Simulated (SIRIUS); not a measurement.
A run of SIRIUS 7.10.0 is set up as follows.

sirius.json

```json
{
  "control": {
    "processing_unit": "cpu",
    "verbosity": 2,
    "num_bands_to_print": 22,
    "print_forces": true,
    "print_stress": true
  },
  "parameters": {
    "electronic_structure_method": "pseudopotential",
    "xc_functionals": ["XC_GGA_X_PBE", "XC_GGA_C_PBE"],
    "gk_cutoff": 9.0,
    "pw_cutoff": 18.0,
    "ngridk": [11, 8, 8],
    "shiftk": [0, 0, 0],
    "smearing": "fermi_dirac",
    "smearing_width": 0.0018374661,
    "num_bands": 22,
    "num_mag_dims": 0,
    "num_dft_iter": 100,
    "energy_tol": 1e-08,
    "density_tol": 1e-06
  },
  "iterative_solver": {
    "type": "davidson",
    "min_tolerance": 1e-09,
    "tolerance_scale": [0.1, 0.25]
  },
  "mixer": {
    "type": "anderson",
    "beta": 0.7,
    "max_history": 8
  },
  "settings": {
    "tol_ne": 1e-10,
    "pseudo_grid_cutoff": 6.5
  },
  "unit_cell": {
    "lattice_vectors": [
      [0.999953902133, -0.009548947188, -0.001005592649],
      [0.509185883562, -0.862703944906, -0.924204060365],
      [0.492646620688, 0.869522013665, -0.93937864539]
    ],
    "lattice_vectors_scale": 5.1998291643,
    "atom_coordinate_units": "lattice",
    "atom_types": ["Mo"],
    "atom_files": {
      "Mo": "Mo.json"
    },
    "atoms": {
      "Mo": [
        [0.24511452, 0.75128041, 0.74856291],
        [0.75488548, 0.24871959, 0.25143709]
      ]
    }
  }
}
```

Potentials or basis: PseudoDojo 0.4.1 PBE standard (scalar relativistic).

Command:

```sh
$ upf_to_json Mo.upf
$ OMP_NUM_THREADS=1 sirius.scf --input=sirius.json --output=out.json --task=0
```

(1) What does it give for the band gap on the k mesh?

(2) What does it give for the largest force?

Results:

(1) none (metal or under the smearing width).

(2) 0.154 eV/Å.
